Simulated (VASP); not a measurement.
Write the native input for VASP 6.6.1 that does the following.

```
Task                   : electric field gradients
Functional             : PBE
Potentials or basis    : VASP PAW PBE potentials, release 64 (Li_sv, S)
Cutoff                 : 520 eV
k mesh                 : 3 × 3 × 3
Occupations            : fermi-dirac, width 0.01 eV
Spin                   : collinear spin, typed start
Starting moments       : [0.0, 0.0, 0.0, 0.0, 0.0, 0.0, 0.0, 0.0, 0.0, 0.0, 0.0, 0.0, 0.0, 0.0, 0.0, 0.0, 0.0, 0.0, 0.5, 0.0, 0.5, 0.5, 0.5] μB
Dipole correction      : no
Further INCAR settings : LREAL = Auto; ALGO = Normal; EDIFF = 1e-08; NBANDS = 68
```

The structure of Li15S8 (a cell with a defect) lies in POSCAR:

```
Li15S8
1.0
    0.0000000000      5.6703356858      5.6703356858
    5.6703356858      0.0000000000      5.6703356858
    5.6703356858      5.6703356858      0.0000000000
Li S
15 8
Direct
    0.3750000000      0.3750000000      0.8750000000
    0.3750000000      0.8750000000      0.3750000000
    0.3750000000      0.8750000000      0.8750000000
    0.8750000000      0.3750000000      0.3750000000
    0.8750000000      0.3750000000      0.8750000000
    0.8750000000      0.8750000000      0.3750000000
    0.8750000000      0.8750000000      0.8750000000
    0.1250000000      0.1250000000      0.1250000000
    0.1250000000      0.1250000000      0.6250000000
    0.1250000000      0.6250000000      0.1250000000
    0.1250000000      0.6250000000      0.6250000000
    0.6250000000      0.1250000000      0.1250000000
    0.6250000000      0.1250000000      0.6250000000
    0.6250000000      0.6250000000      0.1250000000
    0.6250000000      0.6250000000      0.6250000000
    0.0000000000      0.0000000000      0.0000000000
    0.0000000000      0.0000000000      0.5000000000
    0.0000000000      0.5000000000      0.0000000000
    0.0000000000      0.5000000000      0.5000000000
    0.5000000000      0.0000000000      0.0000000000
    0.5000000000      0.0000000000      0.5000000000
    0.5000000000      0.5000000000      0.0000000000
    0.5000000000      0.5000000000      0.5000000000
```

The cell isn't the ideal one: Li vacancy, charge +0, host positions.

These files were run (other wordings do the same):

INCAR

```
SYSTEM = Li15S8
PREC = Accurate
ENCUT = 520
EDIFF = 1E-8
ISMEAR = -1
SIGMA = 0.01
LREAL = Auto
LASPH = .TRUE.
NELM = 150
ALGO = Normal
ISIF = 2
LWAVE = .FALSE.
LCHARG = .FALSE.
ISPIN = 2
MAGMOM = 0 0 0 0 0 0 0 0 0 0 0 0 0 0 0 0 0 0 0.5 0 0.5 0.5 0.5
LORBIT = 11
GGA = PE
LEFG = .TRUE.
NBANDS = 68
```

KPOINTS

```
regular mesh
0
G
  3 3 3
  0 0 0
```

Potentials or basis: VASP PAW PBE potentials, release 64 (Li_sv, S).

Launch:

```bash
$ cat potpaw_PBE.64/Li_sv/POTCAR potpaw_PBE.64/S/POTCAR > POTCAR
$ mpirun -np 1 vasp_std > vasp.out
```

Results of the run:

| Property | Result |
| --- | --- |
| Largest force | 0.275 eV/Å |
| Band gap on the k mesh | none (metal or under the smearing width) |
| Net moment | 0.78 μB per cell |
| Site moments | Li -0.00, +0.00; S +0.01, +0.10 μB |
| Valence electrons inside the program's atomic spheres | Li 2.08, 2.09; S 3.80, 3.76 |

Wall time 7.1 min on 1 thread of Intel(R) Xeon(R) Platinum 8488C (Sapphire Rapids), with other jobs on the host, peak memory 0.67 GiB.
